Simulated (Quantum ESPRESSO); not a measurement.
## Mo: Hubbard U by linear response with LDA+U

Crystal: Mo.

```
Mo
1.0
    -1.58381    1.58381    1.58381
     1.58381   -1.58381    1.58381
     1.58381    1.58381   -1.58381
Mo
1
Direct
  0.00000 0.00000 0.00000
```

* Program: Quantum ESPRESSO 7.5
* Task: Hubbard U by linear response
* Functional: LDA
* Potentials or basis: JTH 2.0 LDA
* Cutoff: 490 eV
* Density cutoff: 2939 eV
* k mesh: 10 × 10 × 10
* Occupations: methfessel-paxton, width 0.2 eV
* Spin: no spin polarisation
* Hubbard terms: Mo d U = 0.0001 eV
* Start of the occupations: default
* Hubbard projectors: ortho-atomic
* Form of the LDA correlation: PW92
* Mixing beta: 0.3
* Most SCF iterations: 120
* SCF threshold: 2e-10 Ry
* q mesh: 2 × 2 × 2

* Pressure: -14.1 GPa
* Band gap on the k mesh: none (metal or under the smearing width)
* Hubbard U from linear response: 2.48 eV

Levels at points of the mesh, in eV from the Fermi level:
```csv
k point,band 4,band 5,band 6,band 7,band 8,band 9,band 10,band 11
"(0.00, 0.00, 0.00)",-34.58,-7.32,-1.44,-1.44,-1.44,1.50,1.50,14.87
"(0.00, 0.00, -0.50)",-34.59,-5.34,-3.43,1.48,1.53,2.14,4.59,11.24
"(-0.50, -0.50, -0.50)",-35.50,-5.42,-5.42,3.83,3.83,3.83,8.82,8.82
```

Eigenvalues of the final occupation matrices:
```tsv
site	spin	trace	eigenvalues
Mo 1 4d	each	2.57	0.45 0.45 0.55 0.55 0.55
```

Hubbard U from linear response:
```
site  manifold  U (eV)
   1     Mo-4d    2.48
```
On the first site the bare response is -1.121 and the screened one -0.264 eV⁻¹.

Wall time 54 s on 1 thread of Arm Neoverse V1 (shared host), peak memory 0.05 GiB.

Caveat: the computed U isn't converged in cell size; the cutoff is low for these files, which shifts pressure and relaxed volume; U without spin polarisation on a metal has little footing; the U is typed as a test and isn't derived for this compound.
